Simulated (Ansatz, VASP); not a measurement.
**One calculation of AlN, two programs**

```
Al N
1.0
     0.00000    2.16856    2.20159
     2.16856    0.00000    2.20159
     2.16856    2.16856    0.00000
Al N
1 1
Direct
  0.00000 0.00000 0.00000
  0.75000 0.75000 0.75000
```

Change from the starting cell: strain -0.015 along x and y, +0.000 along z, atoms carried along.

Alike in both runs: task single point; functional PBE; k mesh 10 × 10 × 10; occupations gaussian, width 0.05 eV; no spin polarisation.

|  | VASP | Ansatz |
| --- | --- | --- |
| version | VASP 6.6.1 | Ansatz 0.2.0 |
| potentials or method | VASP PAW PBE potentials, release 64 (Al, N) | scalar-relativistic, plane waves, PAW |
| plane-wave cutoff (eV) | 520 | 420 |
| valence electrons in the cell | 8 | 8 |

```csv
,VASP,Ansatz,Ansatz less VASP
gap on the k mesh at the Fermi level (eV),3.28,3.29,+0.009
least direct gap on the mesh (eV),4.23,4.22,-0.010
pressure (GPa),5.9,6.2,+0.28
largest component of the traceless stress (GPa),1.38,1.37,-0.011
```

A k mesh can miss the band edges.
